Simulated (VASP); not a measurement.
# Bi (C2/m) in VASP: a series of runs

Runs on Bi. Level: PBE. Tasks: single point.

All numbers are computed with VASP 6.6.1; they aren't measurements. Logs are shortened: lines on timing, memory, paths and dates and some standing lists are left out, and cuts for length are marked.

## (1) Starting point

Symmetry: C2/m, No. 12, monoclinic system. Conventional cell: a = 6.977 Å, b = 6.265 Å, c = 3.359 Å, α = 90.00°, β = 112.04°, γ = 90.00°. Bi (site symmetry m) is surrounded by 6 Bi at 3.21 to 3.45 Å.

This isn't the form of Bi at room conditions, which is rhombohedral.

## (2) Single point, PBE

File INCAR:

```
SYSTEM = Bi
ADDGRID = .False.
ALGO = Normal
EDIFF = 1E-6
ENCUT = 460
GGA = PE
ISIF = 2
ISMEAR = 1
LASPH = .True.
LCHARG = .False.
LREAL = .False.
LWAVE = .False.
NBANDS = 22
NELM = 100
PREC = Accurate
SIGMA = 0.2
```

File KPOINTS:

```
k-points
0
Gamma
  9 9 12
  0 0 0
```

File POSCAR:

```
Bi
1.0
    3.4885980000     -3.1325780000      0.0000000000
    3.4885980000      3.1325780000      0.0000000000
   -1.2602350000      0.0000000000      3.1135500000
Bi
2
Direct
    0.7530610000      0.7530610000      0.8573820000
    0.2469390000      0.2469390000      0.1426180000
```

Potentials or basis: VASP PAW PBE potentials, release 64 (Bi_d).

The run is started by

```sh
> cat potpaw_PBE.64/Bi_d/POTCAR > POTCAR
> mpirun -np 1 vasp_std > vasp.out
```

OUTCAR:

```text
SYSTEM = Bi
   EDIFF = 1E-6
   ENCUT = 460
   GGA = PE
   ISIF = 2
   ISMEAR = 1
   LASPH = .True.
   LREAL = .False.
   NELM = 100
   PREC = Accurate

 Found    275 irreducible k-points:

 Following reciprocal coordinates:
            Coordinates               Weight
  0.000000  0.000000  0.000000      1.000000
  0.111111  0.000000  0.000000      4.000000
  0.222222 -0.000000  0.000000      4.000000
  0.333333  0.000000  0.000000      4.000000
  0.444444 -0.000000  0.000000      4.000000
  0.111111  0.111111  0.000000      2.000000
   k-points           NKPTS =    275   k-points in BZ     NKDIM =    275   number of bands    NBANDS=     22
   number of dos      NEDOS =    301   number of ions     NIONS =      2
   total plane-waves  NPLWV =  31104
   dimension x,y,z NGX =    36 NGY =   36 NGZ =   24
   dimension x,y,z NGXF=    72 NGYF=   72 NGZF=   48
   ions per type =               2
   NGX,Y,Z   is equivalent  to a cutoff of  12.76, 12.76, 11.88 a.u.
   NGXF,Y,Z  is equivalent  to a cutoff of  25.53, 25.53, 23.76 a.u.
 SYSTEM =  Bi
   PREC   = accura    normal or accurate (medium, high low for compatibility)
   ISTART =      0    job   : 0-new  1-cont  2-samecut
   ICHARG =      2    charge: 1-file 2-atom 10-const
   ISPIN  =      1    spin polarized calculation?
   LNONCOLLINEAR =      F non collinear calculations
   LSORBIT =      F    spin-orbit coupling
   LASPH  =      T    aspherical Exc in radial PAW
   ENCUT  =  460.0 eV  33.81 Ry    5.81 a.u.   8.20  8.20  5.87*2*pi/ulx,y,z
   NELM   =    100;   NELMIN=  2; NELMDL= -5     # of ELM steps
   EDIFF  = 0.1E-05   stopping-criterion for ELM
   LREAL  =      F    real-space projection
   EDIFFG = 0.1E-04   stopping-criterion for IOM
   NSW    =      0    number of steps for IOM
   IBRION =     -1    ionic relax: 0-MD 1-quasi-New 2-CG
   NFREE  =      0    steps in history (QN), initial steepest desc. (CG)
   ISIF   =      2    stress and relaxation
   ISYM   =      2    0-nonsym 1-usesym 2-fastsym
   POTIM  = 0.5000    time-step for ionic-motion
   TEBEG  =    0.0;   TEEND  =   0.0 temperature during run
   PSTRESS=    0.0 pullay stress
   NELECT =      30.0000    total number of electrons
   NUPDOWN=      -1.0000    fix difference up-down
   EMIN   =  10.00;   EMAX   =-10.00  energy-range for DOS
   EFERMI =   0.00;   METHOD = LEGACY
   ISMEAR =     1;   SIGMA  =   0.20  broadening in eV -4-tet -1-fermi 0-gaus
   EFERMI_NEDOS =   21; number of points for ismear=-14 and -15
   IALGO  =     38    algorithm
   IMIX   =      4    mixing-type and parameters
     AMIX     =   0.40;   BMIX     =  1.00
     AMIX_MAG =   1.60;   BMIX_MAG =  1.00
  volume/ion in A,a.u.               =      34.03       229.62
  Fermi-wavevector in a.u.,A,eV,Ry     =   1.245955  2.354514 21.121737  1.552404
  Thomas-Fermi vector in A             =   2.380154
   LORBIT       =      0    0 simple, 1 ext, 2 COOP (PROOUT), +10 PAW based schemes
   GGA     = PE    functional components
   LHFCALC =     F    Hartree Fock is set to
   AEXX    =    0.0000 exact exchange contribution
   IVDW    =     0    specifies the selected vdW correction
   LEPSILON=     F    determine dielectric tensor
   LRPA    =     F    only Hartree local field effects (RPA)
 non-spin polarized calculation
 Methfessel and Paxton  Order N= 1 SIGMA  =   0.20
  energy-cutoff  :      460.00
  volume of cell :       68.05
 maximum number of plane-waves:      1543
 NGX is ok and might be reduce to    36
   NGX = 17   NGY = 17   NGZ = 11

 number of electron      29.9999993 magnetization

 Free energy of the ion-electron system (eV)
  ---------------------------------------------------
  ext. energy  EPLUGINS =         0.00000000
  ---------------------------------------------------
  free energy    TOTEN  =        -7.67775884 eV

  energy without entropy =       -7.67729078  energy(sigma->0) =       -7.67760282

 E-fermi :   6.7331     XC(G=0):  -9.7824

 val. band max:        6.7268568743   @ k =  -0.2222   0.0000   0.2500
 cond. band min:       6.7343086772   @ k =  -0.2222   0.4444   0.3333
 fundamental gap:      0.0074518029
 Fermi energy:         6.7330737815

 k-point     1 :       0.0000    0.0000    0.0000
  band No.  band energies     occupation
      1     -16.2005      2.00000
      2     -16.1751      2.00000
      3     -16.1314      2.00000
      4     -16.1035      2.00000
      5     -16.0239      2.00000
      6     -16.0011      2.00000
[... 14 lines left out ...]
     21      14.9941      0.00000
     22      15.4841      0.00000

 k-point     2 :       0.1111    0.0000    0.0000
  band No.  band energies     occupation
      1     -16.1937      2.00000
      2     -16.1759      2.00000
      3     -16.1336      2.00000
      4     -16.0983      2.00000
      5     -16.0223      2.00000
      6     -16.0030      2.00000
[... 14 lines left out ...]
     21      15.1766      0.00000
     22      15.6982      0.00000

 k-point     3 :       0.2222   -0.0000    0.0000
  band No.  band energies     occupation
      1     -16.1795      2.00000
      2     -16.1737      2.00000
      3     -16.1373      2.00000
      4     -16.0838      2.00000
      5     -16.0216      2.00000
      6     -16.0054      2.00000
[... 14 lines left out ...]
     21      15.5009      0.00000
     22      16.3712      0.00000

 k-point     4 :       0.3333    0.0000    0.0000
  band No.  band energies     occupation
      1     -16.1807      2.00000
      2     -16.1589      2.00000
      3     -16.1294      2.00000
      4     -16.0626      2.00000
      5     -16.0308      2.00000
      6     -16.0021      2.00000
[... 14 lines left out ...]
     21      15.8281      0.00000
     22      16.9952      0.00000

 k-point     5 :       0.4444   -0.0000    0.0000
  band No.  band energies     occupation
      1     -16.1819      2.00000
      2     -16.1581      2.00000
      3     -16.1040      2.00000
      4     -16.0482      2.00000
      5     -16.0394      2.00000
      6     -16.0037      2.00000
[... 14 lines left out ...]
     21      15.8220      0.00000
     22      16.2428      0.00000

 k-point     6 :       0.1111    0.1111    0.0000
  band No.  band energies     occupation
      1     -16.1875      2.00000
      2     -16.1759      2.00000
      3     -16.1300      2.00000
      4     -16.0939      2.00000
      5     -16.0233      2.00000
      6     -16.0069      2.00000
[... 14 lines left out ...]
     21      15.3485      0.00000
     22      16.1209      0.00000

 [... further k-points ...]
[... 5 lines left out ...]
  --------------------------------------------------------------------------------------
  -------------------------------------------------------------------------------------
  Total        0.0098572     -0.0721935      0.1368040      0.0000000      0.0000000     -0.0818754
  in kB        0.2320730     -1.6996914      3.2208514      0.0000000      0.0000000     -1.9276367
  external PRESSURE =       0.5844110 kB  Pullay stress =       0.0000000 kB

 VOLUME and BASIS-vectors are now :
 -----------------------------------------------------------------------------
  energy-cutoff  :      460.00
  volume of cell :       68.05
      direct lattice vectors                 reciprocal lattice vectors
     3.488598000 -3.132578000  0.000000000     0.143324052 -0.159612945  0.058011590
     3.488598000  3.132578000  0.000000000     0.143324052  0.159612945  0.058011590
    -1.260235000  0.000000000  3.113550000     0.000000000  0.000000000  0.321176792

 POSITION                                       TOTAL-FORCE (eV/Angst)
 -----------------------------------------------------------------------------------
      4.17375      0.00000      2.66950         0.019536      0.000000      0.013855
      1.54321      0.00000      0.44405        -0.019536      0.000000     -0.013855
 -----------------------------------------------------------------------------------
    total drift:                               -0.000000      0.000000      0.000000

  FREE ENERGIE OF THE ION-ELECTRON SYSTEM (eV)
  ---------------------------------------------------
  free  energy   TOTEN  =        -7.6777588404 eV

  energy  without entropy=       -7.6772907791  energy(sigma->0) =       -7.67760282
```

OSZICAR:

```text
N       E                     dE             d eps       ncg     rms          rms(c)
DAV:   1     0.293104384435E+03    0.29310E+03   -0.15175E+04 12112   0.153E+03
DAV:   2     0.166045497465E+02   -0.27650E+03   -0.26941E+03 12388   0.416E+02
DAV:   3    -0.686778894911E+01   -0.23472E+02   -0.23228E+02 14680   0.137E+02
DAV:   4    -0.764803203901E+01   -0.78024E+00   -0.77987E+00 15062   0.276E+01
DAV:   5    -0.767809481001E+01   -0.30063E-01   -0.30062E-01 16988   0.486E+00    0.758E-01
DAV:   6    -0.767634300144E+01    0.17518E-02   -0.17893E-02 16194   0.146E+00    0.459E-01
DAV:   7    -0.767759038567E+01   -0.12474E-02   -0.10013E-02 15312   0.115E+00    0.115E-01
DAV:   8    -0.767775717475E+01   -0.16679E-03   -0.10826E-03 14282   0.397E-01    0.131E-02
DAV:   9    -0.767776118279E+01   -0.40080E-05   -0.32997E-05 17732   0.497E-02    0.693E-03
DAV:  10    -0.767775853899E+01    0.26438E-05   -0.25337E-06 12114   0.166E-02    0.105E-03
DAV:  11    -0.767775884042E+01   -0.30143E-06   -0.50506E-07  8234   0.931E-03
   1 F= -.76777588E+01 E0= -.76776028E+01  d E =-.468061E-03
```

Wall time 2.1 min (1 thread of Intel Xeon 6975P-C (Granite Rapids), shared host); peak memory 0.37 GiB.

The run converged, but some of its settings lie outside the range that counts as converged, so its numbers aren't taken as properties of the crystal.

What came out:

| Property | Result |
| --- | --- |
| Free energy | -7.6778 eV |
| Pressure | 0.1 GPa |
| Largest force | 0.024 eV/Å |
| Band gap on the k mesh | none (metal or under the smearing width) |

Caveat: spin-orbit coupling is left out, which moves the levels of the heavy elements.

## (3) Single point, PBE

INCAR, as its differences from that of step 2:

```diff
@@ -15,2 +15,2 @@
 PREC = Accurate
-SIGMA = 0.2
+SIGMA = 0.1
```

KPOINTS is that of step 2.

POSCAR is that of step 2.

Potentials or basis: VASP PAW PBE potentials, release 64 (Bi_d).

The run is started by

```sh
> cat potpaw_PBE.64/Bi_d/POTCAR > POTCAR
> mpirun -np 1 vasp_std > vasp.out
```

Run time: 2.9 min. Hardware: 1 thread of Intel Xeon 6975P-C (Granite Rapids), shared host; peak memory 0.37 GiB.

These settings aren't checked as converged: the numbers below hold their error.

Results:

| Quantity | Value |
| --- | --- |
| Free energy | -7.6773 eV |
| Pressure | 0.1 GPa |
| Largest force | 0.028 eV/Å |
| Band gap on the k mesh | none (metal or under the smearing width) |

Caveat: spin-orbit coupling is left out, which moves the levels of the heavy elements.

## (4) Single point, PBE

INCAR, as its differences from that of step 3:

```diff
@@ -15,2 +15,2 @@
 PREC = Accurate
-SIGMA = 0.1
+SIGMA = 0.05
```

KPOINTS is that of step 3.

POSCAR is that of step 3.

Potentials or basis: VASP PAW PBE potentials, release 64 (Bi_d).

The run is started by

```sh
> cat potpaw_PBE.64/Bi_d/POTCAR > POTCAR
> mpirun -np 1 vasp_std > vasp.out
```

OUTCAR:

```text
SYSTEM = Bi
   EDIFF = 1E-6
   ENCUT = 460
   GGA = PE
   ISIF = 2
   ISMEAR = 1
   LASPH = .True.
   LREAL = .False.
   NELM = 100
   PREC = Accurate

 Found    275 irreducible k-points:

 Following reciprocal coordinates:
            Coordinates               Weight
  0.000000  0.000000  0.000000      1.000000
  0.111111  0.000000  0.000000      4.000000
  0.222222 -0.000000  0.000000      4.000000
  0.333333  0.000000  0.000000      4.000000
  0.444444 -0.000000  0.000000      4.000000
  0.111111  0.111111  0.000000      2.000000
   k-points           NKPTS =    275   k-points in BZ     NKDIM =    275   number of bands    NBANDS=     22
   number of dos      NEDOS =    301   number of ions     NIONS =      2
   total plane-waves  NPLWV =  31104
   dimension x,y,z NGX =    36 NGY =   36 NGZ =   24
   dimension x,y,z NGXF=    72 NGYF=   72 NGZF=   48
   ions per type =               2
   NGX,Y,Z   is equivalent  to a cutoff of  12.76, 12.76, 11.88 a.u.
   NGXF,Y,Z  is equivalent  to a cutoff of  25.53, 25.53, 23.76 a.u.
 SYSTEM =  Bi
   PREC   = accura    normal or accurate (medium, high low for compatibility)
   ISTART =      0    job   : 0-new  1-cont  2-samecut
   ICHARG =      2    charge: 1-file 2-atom 10-const
   ISPIN  =      1    spin polarized calculation?
   LNONCOLLINEAR =      F non collinear calculations
   LSORBIT =      F    spin-orbit coupling
   LASPH  =      T    aspherical Exc in radial PAW
   ENCUT  =  460.0 eV  33.81 Ry    5.81 a.u.   8.20  8.20  5.87*2*pi/ulx,y,z
   NELM   =    100;   NELMIN=  2; NELMDL= -5     # of ELM steps
   EDIFF  = 0.1E-05   stopping-criterion for ELM
   LREAL  =      F    real-space projection
   EDIFFG = 0.1E-04   stopping-criterion for IOM
   NSW    =      0    number of steps for IOM
   IBRION =     -1    ionic relax: 0-MD 1-quasi-New 2-CG
   NFREE  =      0    steps in history (QN), initial steepest desc. (CG)
   ISIF   =      2    stress and relaxation
   ISYM   =      2    0-nonsym 1-usesym 2-fastsym
   POTIM  = 0.5000    time-step for ionic-motion
   TEBEG  =    0.0;   TEEND  =   0.0 temperature during run
   PSTRESS=    0.0 pullay stress
   NELECT =      30.0000    total number of electrons
   NUPDOWN=      -1.0000    fix difference up-down
   EMIN   =  10.00;   EMAX   =-10.00  energy-range for DOS
   EFERMI =   0.00;   METHOD = LEGACY
   ISMEAR =     1;   SIGMA  =   0.05  broadening in eV -4-tet -1-fermi 0-gaus
   EFERMI_NEDOS =   21; number of points for ismear=-14 and -15
   IALGO  =     38    algorithm
   IMIX   =      4    mixing-type and parameters
     AMIX     =   0.40;   BMIX     =  1.00
     AMIX_MAG =   1.60;   BMIX_MAG =  1.00
  volume/ion in A,a.u.               =      34.03       229.62
  Fermi-wavevector in a.u.,A,eV,Ry     =   1.245955  2.354514 21.121737  1.552404
  Thomas-Fermi vector in A             =   2.380154
   LORBIT       =      0    0 simple, 1 ext, 2 COOP (PROOUT), +10 PAW based schemes
   GGA     = PE    functional components
   LHFCALC =     F    Hartree Fock is set to
   AEXX    =    0.0000 exact exchange contribution
   IVDW    =     0    specifies the selected vdW correction
   LEPSILON=     F    determine dielectric tensor
   LRPA    =     F    only Hartree local field effects (RPA)
 non-spin polarized calculation
 Methfessel and Paxton  Order N= 1 SIGMA  =   0.05
  energy-cutoff  :      460.00
  volume of cell :       68.05
 maximum number of plane-waves:      1543
 NGX is ok and might be reduce to    36
   NGX = 17   NGY = 17   NGZ = 11

 number of electron      29.9999993 magnetization

 Free energy of the ion-electron system (eV)
  ---------------------------------------------------
  ext. energy  EPLUGINS =         0.00000000
  ---------------------------------------------------
  free energy    TOTEN  =        -7.67705268 eV

  energy without entropy =       -7.67687974  energy(sigma->0) =       -7.67699503

 E-fermi :   6.7479     XC(G=0):  -9.7824

 val. band max:        6.7450859171   @ k =   0.4444  -0.0000   0.3333
 cond. band min:       6.7494133816   @ k =  -0.2222   0.1111   0.5000
 fundamental gap:      0.0043274646
 Fermi energy:         6.7479425486

 k-point     1 :       0.0000    0.0000    0.0000
  band No.  band energies     occupation
      1     -16.2002      2.00000
      2     -16.1753      2.00000
      3     -16.1317      2.00000
      4     -16.1030      2.00000
      5     -16.0238      2.00000
      6     -16.0014      2.00000
[... 14 lines left out ...]
     21      14.9942      0.00000
     22      15.4836      0.00000

 k-point     2 :       0.1111    0.0000    0.0000
  band No.  band energies     occupation
      1     -16.1934      2.00000
      2     -16.1760      2.00000
      3     -16.1339      2.00000
      4     -16.0979      2.00000
      5     -16.0223      2.00000
      6     -16.0033      2.00000
[... 14 lines left out ...]
     21      15.1764      0.00000
     22      15.6981      0.00000

 k-point     3 :       0.2222   -0.0000    0.0000
  band No.  band energies     occupation
      1     -16.1798      2.00000
      2     -16.1734      2.00000
      3     -16.1376      2.00000
      4     -16.0834      2.00000
      5     -16.0216      2.00000
      6     -16.0056      2.00000
[... 14 lines left out ...]
     21      15.5009      0.00000
     22      16.3711      0.00000

 k-point     4 :       0.3333    0.0000    0.0000
  band No.  band energies     occupation
      1     -16.1810      2.00000
      2     -16.1589      2.00000
      3     -16.1293      2.00000
      4     -16.0622      2.00000
      5     -16.0307      2.00000
      6     -16.0023      2.00000
[... 14 lines left out ...]
     21      15.8279      0.00000
     22      16.9953      0.00000

 k-point     5 :       0.4444   -0.0000    0.0000
  band No.  band energies     occupation
      1     -16.1822      2.00000
      2     -16.1582      2.00000
      3     -16.1038      2.00000
      4     -16.0480      2.00000
      5     -16.0391      2.00000
      6     -16.0034      2.00000
[... 14 lines left out ...]
     21      15.8217      0.00000
     22      16.2430      0.00000

 k-point     6 :       0.1111    0.1111    0.0000
  band No.  band energies     occupation
      1     -16.1872      2.00000
      2     -16.1762      2.00000
      3     -16.1302      2.00000
      4     -16.0935      2.00000
      5     -16.0233      2.00000
      6     -16.0071      2.00000
[... 14 lines left out ...]
     21      15.3482      0.00000
     22      16.1210      0.00000

 [... further k-points ...]
[... 5 lines left out ...]
  --------------------------------------------------------------------------------------
  -------------------------------------------------------------------------------------
  Total       -0.0114953     -0.0249053      0.1125516      0.0000000      0.0000000     -0.0888388
  in kB       -0.2706391     -0.5863587      2.6498630      0.0000000      0.0000000     -2.0915800
  external PRESSURE =       0.5976217 kB  Pullay stress =       0.0000000 kB

 VOLUME and BASIS-vectors are now :
 -----------------------------------------------------------------------------
  energy-cutoff  :      460.00
  volume of cell :       68.05
      direct lattice vectors                 reciprocal lattice vectors
     3.488598000 -3.132578000  0.000000000     0.143324052 -0.159612945  0.058011590
     3.488598000  3.132578000  0.000000000     0.143324052  0.159612945  0.058011590
    -1.260235000  0.000000000  3.113550000     0.000000000  0.000000000  0.321176792

 POSITION                                       TOTAL-FORCE (eV/Angst)
 -----------------------------------------------------------------------------------
      4.17375      0.00000      2.66950         0.021146      0.000000      0.017565
      1.54321      0.00000      0.44405        -0.021146      0.000000     -0.017565
 -----------------------------------------------------------------------------------
    total drift:                               -0.000000      0.000000      0.000000

  FREE ENERGIE OF THE ION-ELECTRON SYSTEM (eV)
  ---------------------------------------------------
  free  energy   TOTEN  =        -7.6770526781 eV

  energy  without entropy=       -7.6768797383  energy(sigma->0) =       -7.67699503
```

stdout:

```text
POSCAR found type information on POSCAR Bi
 POSCAR found :  1 types and       2 ions
 scaLAPACK will be used
 LDA part: xc-table for (Slater+PW92), standard interpolation
 POSCAR, INCAR and KPOINTS ok, starting setup
 FFT: planning ... GRIDC
 FFT: planning ... GRID_SOFT
 FFT: planning ... GRID
 WAVECAR not read
 entering main loop
```

Wall time 2.4 min (1 thread of Intel Xeon 6975P-C (Granite Rapids), shared host); peak memory 0.37 GiB.

These settings aren't checked as converged: the numbers below hold their error.

Results:

```yaml
Free_energy: -7.6771 eV
Pressure: 0.1 GPa
Largest_force: 0.027 eV/Å
Band_gap_on_the_k_mesh: none (metal or under the smearing width)
```

Caveat: spin-orbit coupling is left out, which moves the levels of the heavy elements.

## (5) For comparison

An earlier run on the cell as given: functional PBEsol; potentials or basis VASP PAW PBE potentials, release 64 (Bi_d); cutoff 520 eV; k mesh 6 × 6 × 9; occupations fermi-dirac, width 0.05 eV; no spin polarisation.

- Pressure: -2.5 GPa
- Largest force: 0.057 eV/Å
- Band gap on the k mesh: none (metal or under the smearing width)
